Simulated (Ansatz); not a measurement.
SnSe2:

```
Sn Se
1.0
     3.81100    0.00000    0.00000
    -1.90550    3.30042    0.00000
     0.00000    0.00000    6.13600
Sn Se
1 2
Direct
  0.00000 0.00000 0.00000
  0.66667 0.33333 0.75100
  0.33333 0.66667 0.24900
```

Base run:

* Program: Ansatz 0.2.0
* Functional: HSE06 form with a typed share of exact exchange
* Potentials or basis: Ansatz PAW
* Cutoff: 420 eV (not typed: the program's choice for these potentials)
* k mesh: 5 × 5 × 3
* Occupations: fermi-dirac, width 0.05 eV
* Spin: no spin polarisation

Its results: band gap on the k mesh 1.22 eV, indirect (least direct gap 1.58 eV); pressure 4.0 GPa; largest force 0.478 eV/Å.

The run is repeated on the same cell with these changes: share of exact exchange from 0.15 to 0. What comes out?

Band gap on the k mesh 0.80 eV, indirect (least direct gap 1.10 eV); pressure 5.7 GPa; largest force 0.744 eV/Å.

Caveats: odd divisions of the mesh miss points on the zone boundary, where band edges often lie, so the gap on the mesh can be too wide; spin-orbit coupling is left out, which moves the levels of the heavy elements; the PAW data sets come from PBE, with cores solved anew for the run's functional, which leaves a small shift of forces and pressure (some runs); the thresholds are loose for stress (some runs); the PAW data sets were made with another functional, which shifts forces and pressure a little (some runs).

A k mesh can miss the band edges.
